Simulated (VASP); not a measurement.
TiAl:

```
CELL_PARAMETERS angstrom
2.84698 0.00000 0.00000
-1.42349 2.46556 0.00000
0.00000 0.00000 4.62121
ATOMIC_POSITIONS crystal
Ti 0.00000 0.00000 0.00000
Al 0.33333 0.66667 0.50000
```

The cell comes from a database or a generator and needn't be the stable form of this composition.

Base run:

```yaml
Program: VASP 6.6.1
Functional: r2SCAN
Potentials_or_basis: VASP PAW PBE potentials, release 64 (Ti_sv, Al)
Cutoff: 520 eV
k_mesh: 18 × 18 × 10
Occupations: gaussian, width 0.1 eV
Spin: no spin polarisation
```

Its results: band gap on the k mesh none (metal or under the smearing width); pressure 2.1 GPa.

Question: The run is repeated on the same cell with these changes: functional from r2SCAN to PBEsol; cutoff from 520 eV to 700 eV. What comes out?

Answer: Band gap on the k mesh none (metal or under the smearing width); pressure 0.0 GPa.

Caveats: the PAW data sets were made with another functional, which shifts forces and pressure a little.
